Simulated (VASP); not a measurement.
# Settings for BaTe: relaxation of the atoms

BaTe, P1 (no. 1), 8 atoms in the cell. PBE, relaxation of the atoms; PAW potentials Ba_sv, Te (PBE set). VASP 6.6.1.

Wanted: energy within 1 meV/atom; two shortest distances of each atom within 0.01 Å.

POSCAR:
```
BaTe
1.0
    6.8200000000      0.0000000000      0.0000000000
    0.0000000000      6.8200000000      0.0000000000
    0.0000000000      0.0000000000      6.8200000000
Ba Te
4 4
Direct
    0.0065530000      0.0042190000      0.0009080000
    0.4898040000      0.5050700000      0.0020860000
    0.4975870000      0.0017760000      0.5012550000
    0.0060300000      0.4961620000      0.5031050000
    0.4955610000      0.4942180000      0.4926540000
    0.0091250000     -0.0037240000      0.4945800000
   -0.0049010000      0.4932600000     -0.0023660000
    0.5002420000      0.0090190000      0.0077780000
```

The series start from Force threshold EDIFFG (eV/Å): -0.02; Electronic threshold EDIFF (eV): 1e-6; Relaxation method: conjugate gradient, POTIM 0.5; Mixing and least electronic steps: default. Each series keeps the choices made before it, and each single choice may use up half of a tolerance.

## Force threshold EDIFFG (eV/Å)

| Force threshold EDIFFG (eV/Å) | Energy less reference (meV/atom) | Two shortest distances of each atom, largest deviation (Å) | SCF iterations | Time (s) |
|---|---|---|---|---|
| -0.1 | 0.8 | 0.010 | 28 | 19 |
| -0.05 | 0.4 | 0.008 | 39 | 26 |
| -0.03 | 0.1 | 0.003 | 55 | 37 |
| -0.02 | 0.1 | 0.002 | 64 | 44 |
| -0.01 | 0.0 | 0.001 | 80 | 64 |
| -0.005 | 0.0 | 0.001 | 80 | 65 |
| -0.002 (reference) | 0.0 | 0.000 | 89 | 78 |

Chosen: -0.03, the loosest value from which every tighter one stays within half of the tolerance.

## Electronic threshold EDIFF (eV)

| Electronic threshold EDIFF (eV) | Energy less reference (meV/atom) | Two shortest distances of each atom, largest deviation (Å) | SCF iterations | Time (s) |
|---|---|---|---|---|
| 0.001 | 0.0 | 0.001 | 38 | 42 |
| 0.0001 | 0.0 | 0.001 | 37 | 37 |
| 1e-5 | 0.0 | 0.001 | 49 | 48 |
| 1e-6 | 0.0 | 0.001 | 55 | 37 |
| 1e-7 (reference) | 0.0 | 0.000 | 72 | 61 |

Chosen: 0.001.

## Relaxation method

| Relaxation method | Energy less reference (meV/atom) | Two shortest distances of each atom, largest deviation (Å) | SCF iterations | Time (s) |
|---|---|---|---|---|
| conjugate gradient, POTIM 0.5 | 0.0 | 0.000 | 38 | 42 |
| conjugate gradient, POTIM 0.2 | 0.0 | 0.001 | 40 | 44 |
| conjugate gradient, POTIM 1.0 | 0.0 | 0.002 | 39 | 38 |
| quasi-Newton, POTIM 0.5 | 0.1 | 0.002 | 29 | 26 |
| quasi-Newton, POTIM 0.3, 10 steps kept | 0.0 | 0.001 | 32 | 27 |
| quasi-Newton, POTIM 0.5, at least 5 electronic steps | 0.0 | 0.001 | 45 | 36 |
| damped dynamics, POTIM 0.2, SMASS 0.4 | 0.0 | 0.003 | 44 | 46 |
| damped dynamics, POTIM 0.4, SMASS 0.8 | 0.1 | 0.001 | 33 | 33 |
| velocity quench, POTIM 0.1 | 0.2 | 0.002 | 32 | 35 |

Chosen: quasi-Newton, POTIM 0.5, the fastest of those that stay within half of the tolerance.

## Mixing and least electronic steps

| Mixing and least electronic steps | Energy less reference (meV/atom) | Two shortest distances of each atom, largest deviation (Å) | SCF iterations | Time (s) |
|---|---|---|---|---|
| default | 0.0 | 0.000 | 29 | 26 |
| MAXMIX 40 | 0.0 | 0.001 | 38 | 42 |
| NELMIN 4 | -0.1 | 0.001 | 42 | 35 |
| NELMIN 4, MAXMIX 40 | 0.0 | 0.001 | 38 | 34 |
| ALGO Fast | 0.1 | 0.001 | 38 | 40 |

Chosen: default; no other choice that stays within half of the tolerance saves 30 % of the time.

## All choices together

| Input | Energy less reference (meV/atom) | Two shortest distances of each atom, largest deviation (Å) | Time (s) |
|---|---|---|---|
| program defaults (naive) | 0.1 | 0.002 | 26 |
| chosen settings | 0.2 | 0.003 | 26 |
| reference settings throughout | 0.0 | 0.000 | 91 |

The tolerance is met.

## The input

INCAR:
```
PREC = Normal
ENCUT = 250
EDIFF = 0.001
ISMEAR = 0
SIGMA = 0.05
LREAL = F
LASPH = T
NELM = 100
ALGO = Normal
LWAVE = F
LCHARG = F
IBRION = 1
NSW = 150
ISIF = 2
EDIFFG = -0.03
POTIM = 0.5
KPAR = 8
```

KPOINTS:
```
k-points
0
Gamma
  3 3 3
```

Commands:
```
cat potpaw_PBE.64/Ba_sv/POTCAR potpaw_PBE.64/Te/POTCAR > POTCAR
mpirun -np 8 vasp_std > vasp.out
```

The naive input happens to agree within the tolerance here, in 26 s.

Limits: the start was distorted on purpose (atoms moved at random), so the space group given is the start's and not the crystal's.

The chosen input took VASP 6.6.1 26 s on 8 cores (Intel Xeon Platinum 8488C (Sapphire Rapids)), a shared host.

## An input that fails: ionic step far too long

VASP's message: internal error in: us.F  at line: 1398 internal ERROR SETYLM_AUG: -43 53 2869 13 -44 52 52 If you are not a developer, you should not encounter this problem. Please submit a bug report.

Changes against the starting input:
```
- NELM = 100
- IBRION = 2
- NSW = 150
- POTIM = 0.5
+ NELM = 60
+ IBRION = 3
+ NSW = 30
+ POTIM = 5.0
+ SMASS = 0.4
```
